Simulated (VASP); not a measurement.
Input of a VASP 6.6.1 run:

INCAR

```
SYSTEM = Re
ALGO     = Normal         ! electronic algorithm
EDIFF    = 1E-6           ! SCF threshold, eV
ENCUT    = 520            ! plane-wave cutoff, eV
GGA      = PE             ! functional
ISIF     = 2              ! what is computed and relaxed
ISMEAR   = -1             ! smearing method
LASPH    = .True.         ! aspherical terms in the spheres
LCHARG   = .False.        ! write CHGCAR
LREAL    = .False.        ! projectors in reciprocal space
LWAVE    = .False.        ! write WAVECAR
NBANDS   = 10             ! bands
NELM     = 60             ! most SCF steps
PREC     = Accurate       ! precision mode
SIGMA    = 0.05           ! smearing width, eV
```

The input KPOINTS:

```
k-points
0
Gamma
  12 12 12
  0 0 0
```

Contents of POSCAR:

```
Re
1.0
    0.0000000000      1.9617445670      1.9617445670
    1.9617445670      0.0000000000      1.9617445670
    1.9617445670      1.9617445670      0.0000000000
Re
1
Direct
    0.0000000000      0.0000000000      0.0000000000
```

Potentials or basis: VASP PAW PBE potentials, release 64 (Re).

Command:

```sh
$ cat potpaw_PBE.64/Re/POTCAR > POTCAR
$ mpirun -np 1 vasp_std > vasp.out
```

Task: Predict the band gap on the k mesh.

Result: None (metal or under the smearing width).

Task: Predict the pressure.

Result: -2.9 GPa.

Spin-orbit coupling is left out, which matters for the levels of Re.
